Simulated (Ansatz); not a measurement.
# TaN (Fm-3m) under biaxial strain in the (111) plane

Wanted: the shifts of the zone-centre modes of TaN (Fm-3m) with strain.

Calculated with Ansatz 0.2.0; DFT PBEsol, scalar-relativistic, plane waves, PAW; PAW set soft_1.

Report form: the programs' logs are mostly left out.

**1. Set-up**

The structure is cubic, space group Fm-3m (No. 225). The conventional cell has a = 4.358 Å, b = 4.358 Å, c = 4.358 Å, α = 90.00°, β = 90.00°, γ = 90.00°. N has 6 Ta at 2.18 Å nearest. Nearest to Ta lie 6 N at 2.18 Å. Farther neighbours and most contacts between anions are not listed.

As a file:

```
N Ta
1.0
     0.00000    2.17900    2.17900
     2.17900    0.00000    2.17900
     2.17900    2.17900    0.00000
N Ta
1 1
Direct
  0.00000 0.00000 0.00000
  0.50000 0.50000 0.50000
```

**2. Bringing the structure to rest**

The cell and atoms are relaxed, since residual forces and stress would shift the frequencies.

Input file input.yaml:

```yaml
crystal:
  lattice:
    - [0.0, 2.179, 2.179]
    - [2.179, 0.0, 2.179]
    - [2.179, 2.179, 0.0]
  atoms:
    - { symbol: "N", position: [0.0, 0.0, 0.0] }
    - { symbol: Ta, position: [0.5, 0.5, 0.5] }
kpoints:
  mp_grid: { grid: [16, 16, 16] }
hamiltonian:
  xc: pbesol
  pseudopotentials: { kind: paw, azcp: { folder: soft_1 }, xc_functional: pbe }
scf:
  occupations: { method: gaussian, width: 0.1 }
output:
  forces: true
  stress: true
  eigenvalues: true
relax:
  adjacent_minimum: "off"
  f_tol: 0.005
  max_steps: 80
  cell: { stress_tol: 0.05 }
```

The run is started by

```
$ ansatz run input.yaml --threads 4 --pin off --max-ram 10240MiB --backend cpu --events-out ev --progress --plain --runs-dir out
```

The job ended after 2.6 s (4 threads of Intel Xeon Platinum 8488C (Sapphire Rapids), shared host; peak memory 0.54 GiB; 8.9 s of CPU time).

Step by step:

```
step  energy less that of the first step (eV)  largest force component (eV/Å)  pressure (GPa)  volume (Å³)
   1                                   0.0000                          0.0000            4.24        20.69
   2                                  -0.0021                          0.0000           -1.54        21.02
   3                                  -0.0027                          0.0000           -0.03        20.93
  4*                                  -0.0031                          0.0000            0.01        20.93
```

Relaxation steps marked * repeat the geometry before them on a plane-wave basis chosen anew for their cell, so energy and pressure can jump there.

Forces are held to the 48 operations that the run works with; a distortion that breaks them can't arise in this run.

```
conventional cell, symmetrised  before  after  change
                         a (Å)   4.358  4.375  +0.4 %
                         b (Å)   4.358  4.375  +0.4 %
                         c (Å)   4.358  4.375  +0.4 %
              volume (Å³/atom)   10.35  10.47  +1.2 %
```

The relaxed structure:

```xyz
2
Lattice="0.0000 2.1874 2.1874 2.1874 0.0000 2.1874 2.1874 2.1874 0.0000" Properties=species:S:1:pos:R:3 pbc="T T T"
N     0.0000    0.0000    0.0000
Ta    2.1874    2.1874    2.1874
```

Numbers from this step:

- pressure: 0.008238 GPa
- volume per atom: 10.47 Å³
- gap on the k-mesh: 0 eV

In this step the volume went from 10.35 to 10.47 Å³/atom.

**3. Tight relaxation**

Phonons need small forces and stress, so the relaxation is finished with tight tolerances on 16×16×16 k points.

input.yaml, the sections that differ from step 2:

```yaml
crystal:
  lattice:
    - [0.0, 2.1873937245, 2.1873937245]
    - [2.1873937245, 0.0, 2.1873937245]
    - [2.1873937245, 2.1873937245, 0.0]
  atoms:
    - { symbol: "N", position: [0.0, 0.0, 0.0] }
    - { symbol: Ta, position: [0.5, 0.5, 0.5] }
scf:
  occupations: { method: methfessel_paxton, width: 0.2 }
relax:
  adjacent_minimum: "off"
  f_tol: 0.001
  max_steps: 60
  cell: { stress_tol: 0.01 }
# kpoints, hamiltonian, output: as in step 2
```

Run time: 1.5 s. Hardware: 4 threads; peak memory 0.5 GiB; 4.8 s of CPU time.

Little changed from the start: no atom moved by 0.005 Å and no cell edge by 0.1 %.

Numbers from this step:

```
pressure : -0.002937 GPa
```

The forces vanish by symmetry and the pressure is -0.003 GPa, within the tolerances set. The cell now holds 10.47 Å³/atom.

**4. Modes at rest**

The force constants come from the linear response of the density to a displacement.

The modes at rest are the reference of the series.

Changes to input.yaml since step 3:

```diff
@@ -16,9 +16,4 @@
 output:
-  forces: true
-  stress: true
   eigenvalues: true
-relax:
-  adjacent_minimum: "off"
-  f_tol: 0.001
-  max_steps: 60
-  cell: { stress_tol: 0.01 }
+phonons:
+  method: dfpt
```

The job ended after 6.2 s (4 threads; peak memory 0.74 GiB; 22 s of CPU time).

Numbers from this step:

| Quantity | Value |
| --- | --- |
| sum-rule residual before enforcement | 3.98e-5 eV/Å² |
| point group | m-3m |
| highest optical mode at the zone centre (no LO-TO term) | 407.6 cm⁻¹ |
| lowest optical zone-centre mode | 407.6 cm⁻¹ |

Patterns of degenerate modes are one choice out of their space. Modes at Γ, with each element's share of the kinetic energy:

```
mode  frequency (cm⁻¹)  symmetry  N %  Ta %
   1               0.0  acoustic    7    93
   2               0.0  acoustic    7    93
   3               0.0  acoustic    7    93
   4             407.6       T1u   93     7
   5             407.6       T1u   93     7
   6             407.6       T1u   93     7
```

Displacements in mode 5 (407.6 cm⁻¹), the largest set to 1:
```
N1   0.00  1.00  0.00
Ta2  0.00 -0.08  0.00
```

Before it was imposed, the acoustic sum rule was missed by 4.0e-5 eV/Å². Small misses are needed for a sound result but don't prove that mesh and cutoff are converged. The lowest optical mode is real, 408 cm⁻¹.

**5. A member of the series: biaxial strain of +4 % in the (111) plane**

The cell takes a biaxial strain of +4 % in the (111) plane. The strained lengths are held, while the rest of the cell and the atoms relax.

input.yaml, the sections that differ from step 4:

```yaml
crystal:
  lattice:
    - [-0.1149782021, 2.1599112713, 2.1599112713]
    - [2.1599112713, -0.1149782021, 2.1599112713]
    - [2.1599112713, 2.1599112713, -0.1149782021]
  atoms:
    - { symbol: "N", position: [0.0, 0.0, 0.0] }
    - { symbol: Ta, position: [0.5, 0.5, 0.5] }
  conventional_axes: [[-1, 1, 0], [0, -1, 1], [1, 1, 1]]
output:
  forces: true
  stress: true
  eigenvalues: true
relax:
  adjacent_minimum: "off"
  f_tol: 0.001
  max_steps: 60
  cell: { stress_tol: 0.01, fix: [a, b, gamma] }
# kpoints, hamiltonian, scf: as in step 4
# phonons: removed
```

Wall time 10 s (4 threads); peak memory 0.61 GiB; 37 s of CPU time.

The steps of the relaxation:

```
step  energy less that of the first step (eV)  largest force component (eV/Å)  pressure (GPa)  volume (Å³)
   1                                   0.0000                          0.0000          -12.51        21.76
   2                                  -0.0024                          0.0000           -6.85        21.38
   3                                  -0.0039                          0.0000           -9.30        21.54
   4                                  -0.0039                          0.0000           -9.24        21.54
  5*                                  -0.0035                          0.0000           -9.27        21.54
   6                                  -0.0035                          0.0000           -9.23        21.53
  7*                                  -0.0035                          0.0000           -9.23        21.53
```

Relaxation steps marked * repeat the geometry before them on a plane-wave basis chosen anew for their cell, so energy and pressure can jump there.

The run keeps the 12 symmetry operations that it works with, so distortions that break them were not tested.

```
conventional cell, symmetrised  before  after  change
                         a (Å)   3.217  3.217  -0.0 %
                         b (Å)   3.217  3.217  -0.0 %
                         c (Å)   7.283  7.207  -1.0 %
              volume (Å³/atom)   10.88  10.77  -1.0 %
```

The relaxed structure:

```cif
data_structure
_symmetry_space_group_name_H-M 'P 1'
_symmetry_Int_Tables_number 1
_cell_length_a 3.0367
_cell_length_b 3.0367
_cell_length_c 3.0367
_cell_angle_alpha 63.973
_cell_angle_beta 63.973
_cell_angle_gamma 63.973
_cell_volume 21.53
loop_
_atom_site_label
_atom_site_type_symbol
_atom_site_fract_x
_atom_site_fract_y
_atom_site_fract_z
_atom_site_occupancy
N1 N 0.00000 0.00000 0.00000 1
Ta2 Ta 0.50000 0.50000 0.50000 1
```

Numbers from this step:

| Property | Result |
| --- | --- |
| pressure | -9.234 GPa |
| volume per atom | 10.77 Å³ |

The forces vanish by symmetry.

The cell shrank by 1.0 % in volume.

**6. Zone-centre modes of the member: biaxial strain of +4 % in the (111) plane**

The zone-centre modes follow for biaxial strain of +4 % in the (111) plane.

input.yaml, the sections that differ from step 5:

```yaml
crystal:
  lattice:
    - [-0.1295923716, 2.1452971018, 2.1452971018]
    - [2.1452971018, -0.1295923716, 2.1452971018]
    - [2.1452971018, 2.1452971018, -0.1295923716]
  atoms:
    - { symbol: "N", position: [0.0, 0.0, 0.0] }
    - { symbol: Ta, position: [0.5, 0.5, 0.5] }
output:
  eigenvalues: true
phonons:
  method: dfpt
# kpoints, hamiltonian, scf: as in step 5
# relax: removed
```

Run time: 17 s. Hardware: 4 threads; peak memory 1.4 GiB; 62 s of CPU time.

This step gave:

- sum-rule residual before enforcement: 7.06e-5 eV/Å²
- point group: -3m
- highest optical mode at the zone centre (no LO-TO term): 392.4 cm⁻¹
- lowest optical zone-centre mode: 372.3 cm⁻¹

Patterns of degenerate modes are one choice out of their space. Modes at Γ, with each element's share of the kinetic energy:

```
mode  frequency (cm⁻¹)  symmetry  N %  Ta %
   1               0.0  acoustic    7    93
   2               0.0  acoustic    7    93
   3               0.0  acoustic    7    93
   4             372.3       A2u   93     7
   5             392.4        Eu   93     7
   6             392.4        Eu   93     7
```

Displacements in mode 4 (372.3 cm⁻¹), the largest set to 1:
```
N1   1.00  1.00  1.00
Ta2 -0.08 -0.08 -0.08
```

Displacements in mode 5 (392.4 cm⁻¹), the largest set to 1:
```
N1  -0.56 -0.44  1.00
Ta2  0.04  0.03 -0.08
```

The lowest optical mode is real, 372 cm⁻¹, and the highest lies at 392.4 cm⁻¹.

Between step 4 and this run (strain 4 %) the value for the highest optical mode at the zone centre (no LO-TO term) moves from 408 cm⁻¹ to 392 cm⁻¹ (-4 %).

**7. A member of the series: biaxial strain of -4 % in the (111) plane**

The cell takes a biaxial strain of -4 % in the (111) plane. The strained lengths are held, while the rest of the cell and the atoms relax.

input.yaml, the sections that differ from step 6:

```yaml
crystal:
  lattice:
    - [0.1254437065, 2.2253416821, 2.2253416821]
    - [2.2253416821, 0.1254437065, 2.2253416821]
    - [2.2253416821, 2.2253416821, 0.1254437065]
  atoms:
    - { symbol: "N", position: [0.0, 0.0, 0.0] }
    - { symbol: Ta, position: [0.5, 0.5, 0.5] }
  conventional_axes: [[-1, 1, 0], [0, -1, 1], [1, 1, 1]]
output:
  forces: true
  stress: true
  eigenvalues: true
relax:
  adjacent_minimum: "off"
  f_tol: 0.001
  max_steps: 60
  cell: { stress_tol: 0.01, fix: [a, b, gamma] }
# kpoints, hamiltonian, scf: as in step 6
# phonons: removed
```

Run time: 9.9 s. Hardware: 4 threads; peak memory 0.6 GiB; 36 s of CPU time.

The steps of the relaxation:

```
step  energy less that of the first step (eV)  largest force component (eV/Å)  pressure (GPa)  volume (Å³)
   1                                   0.0000                          0.0000           14.48        20.18
   2                                  -0.0057                          0.0000            8.41        20.49
   3                                  -0.0058                          0.0000            8.73        20.47
   4                                  -0.0058                          0.0000            8.75        20.47
  5*                                  -0.0064                          0.0000            8.80        20.47
   6                                  -0.0064                          0.0000            8.72        20.47
  7*                                  -0.0064                          0.0000            8.72        20.47
```

Relaxation steps marked * repeat the geometry before them on a plane-wave basis chosen anew for their cell, so energy and pressure can jump there.

Forces are held to the 12 operations that the run works with; a distortion that breaks them can't arise in this run.

```
conventional cell, symmetrised  before  after  change
                         a (Å)   2.970  2.970  -0.0 %
                         b (Å)   2.970  2.970  -0.0 %
                         c (Å)   7.926  8.042  +1.5 %
              volume (Å³/atom)   10.09  10.24  +1.5 %
```

Final coordinates:

```xyz
2
Lattice="0.1478 2.2477 2.2477 2.2477 0.1478 2.2477 2.2477 2.2477 0.1478" Properties=species:S:1:pos:R:3 pbc="T T T"
N     0.0000    0.0000    0.0000
Ta    2.3217    2.3217    2.3217
```

Numbers from this step:

| Quantity | Value |
| --- | --- |
| pressure | 8.721 GPa |
| volume per atom | 10.24 Å³ |

The forces vanish by symmetry.

**8. Zone-centre modes of the member: biaxial strain of -4 % in the (111) plane**

The zone-centre modes follow for biaxial strain of -4 % in the (111) plane.

input.yaml, the sections that differ from step 7:

```yaml
crystal:
  lattice:
    - [0.1478374119, 2.2477353875, 2.2477353875]
    - [2.2477353875, 0.1478374119, 2.2477353875]
    - [2.2477353875, 2.2477353875, 0.1478374119]
  atoms:
    - { symbol: "N", position: [0.0, 0.0, 0.0] }
    - { symbol: Ta, position: [0.5, 0.5, 0.5] }
output:
  eigenvalues: true
phonons:
  method: dfpt
# kpoints, hamiltonian, scf: as in step 7
# relax: removed
```

Run time: 17 s. Hardware: 4 threads; peak memory 1.3 GiB.

This step gave:

```
sum-rule residual before enforcement                    : 8.34e-5 eV/Å²
highest optical mode at the zone centre (no LO-TO term) : 488.2 cm⁻¹
lowest optical zone-centre mode                         : 428.0 cm⁻¹
```

Patterns of degenerate modes are one choice out of their space. The modes at Γ (shares of kinetic energy by element, %):

```
mode  frequency (cm⁻¹)  symmetry  N %  Ta %
   1               0.0  acoustic    7    93
   2               0.0  acoustic    7    93
   3               0.0  acoustic    7    93
   4             428.0        Eu   93     7
   5             428.0        Eu   93     7
   6             488.2       A2u   93     7
```

The lowest optical mode is real, 428 cm⁻¹, and the highest lies at 488.2 cm⁻¹.

Between step 4 and this run (strain -4 %) the value for the highest optical mode at the zone centre (no LO-TO term) moves from 408 cm⁻¹ to 488 cm⁻¹ (+20 %).

**9. All members side by side**

The members are set side by side, also those not shown above.

Stress is positive in compression; energies are extrapolated to zero smearing, and E0 is that at rest; the edges not held and the atoms are relaxed in each cell; all runs use 16×16×16 k points and Methfessel-Paxton smearing of 0.2 eV. State of the crystal along the series:

```
strain (%)  in-plane stress (GPa)  free strain along [111] (%)  E - E0 (meV/atom)
        -4                  13.08                        6.138              31.17
        -3                  9.163                        4.602              16.44
        -2                  5.771                         3.05               6.63
        -1                  2.469                        1.566              1.321
         0              -0.002937                            0                  0
         1                 -2.654                       -1.478               1.46
         2                 -6.007                       -2.757              6.958
         3                 -9.796                       -3.885              17.05
         4                 -13.85                       -4.887              32.32
```

Optical modes are counted from below at rest and tracked from member to member by their patterns, and modes that stay within 0.3 cm⁻¹ of each other stand once; labels, where given, are those at rest; the edges not held and the atoms are relaxed in each cell; all runs use 16×16×16 k points and Methfessel-Paxton smearing of 0.2 eV. Optical modes along the series:

```
strain (%)  optical mode 1 T1u, singlet (cm⁻¹)  optical mode 2 T1u, doublet (cm⁻¹)
        -4                               488.2                                 428
        -3                               469.9                               424.8
        -2                               449.8                               418.6
        -1                               428.3                               409.9
         0                               407.6                               407.6
         1                                 394                               407.7
         2                               386.9                               405.6
         3                               380.1                               401.1
         4                               372.3                               392.4
```

Value and slope at zero strain of a cubic (a lower polynomial where under five rows exist) through the rows within 2 % of rest. Slopes at rest:

```
                       mode  frequency (cm⁻¹)  shift per percent of strain (cm⁻¹)  shift per GPa of compressive stress (cm⁻¹)
optical mode 1 T1u, singlet             408.2                              -17.59                                        7.23
optical mode 2 T1u, doublet             407.7                               -0.35                                        0.14
```

**10. Results**

```json
{"members": "9", "highest optical mode at the zone centre (no LO-TO term), at rest": "407.6 cm⁻¹", "biaxial modulus in the (111) plane": "243 GPa", "optical mode 1 T1u, singlet, shift per percent": "-17.59 cm⁻¹", "optical mode 2 T1u, doublet, shift per percent": "-0.35 cm⁻¹"}
```

**Reading.** The stress changes by 2.43 GPa for each percent, a biaxial modulus of 243 GPa in the (111) plane. For each percent the free edge responds with -1.55 %. The strain lowers the symmetry: the level at 407.6 cm⁻¹ splits, into 488.2 and 428.0 cm⁻¹ at -4 %. Within 2 % of rest optical mode 1 T1u, singlet and optical mode 2 T1u, doublet bend away from a straight line, so a single slope holds only near rest. These are harmonic frequencies at zero temperature: anharmonic shifts, linewidths and thermal expansion are left out. Spin-orbit coupling is left out, which can matter for the heavy elements here. With no gap, or one that is small against the smearing, the frequencies hang on the k mesh and the smearing, most of all near Kohn anomalies. The PAW files were made for PBE; the program adapts parts of them to the functional of the run, but their partial waves stay those of PBE, an approximation that was not tested in this session. Only the zone centre was solved, so an instability at another wavevector cannot show here.

[Logs are printed without paths, hosts, clocks, repeated set-up lines and the standing remarks that a program may print on its own settings, such as how far it seeks lower states.]

[Hosts, paths, dates, database ids (printed as entryN), source tags and the programs' standing remarks are cut or masked in the printed files.]
